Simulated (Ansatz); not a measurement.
**Relaxing rubidium (hcp)**

All numbers below come from Ansatz, DFT, RPBE, plane waves (420 eV) with PAW, scalar-relativistic. The PAW files were generated under PBE, with cores re-solved for the functional.

k-point mesh 7×7×4, Fermi-Dirac smearing 0.1 eV, no spin polarisation. Cell and atoms relax.

Starting structure:

```xyz
2
Lattice="4.9757 0.0000 0.0000 -2.4878 4.3091 0.0000 0.0000 0.0000 8.1253" Properties=species:S:1:pos:R:3 pbc="T T T"
Rb    0.0000    2.8727    2.0313
Rb    2.4878    1.4364    6.0939
```

**Question.** What cell does the relaxation end in?

**Answer.** P6_3/mmc with a = 5.208 Å, c = 8.588 Å (c/a = 1.649); 100.87 Å³ per atom against 87.10 at the start (15.8 %).

**Question.** How much energy does the relaxation gain?

**Answer.** 18.1 meV per atom.
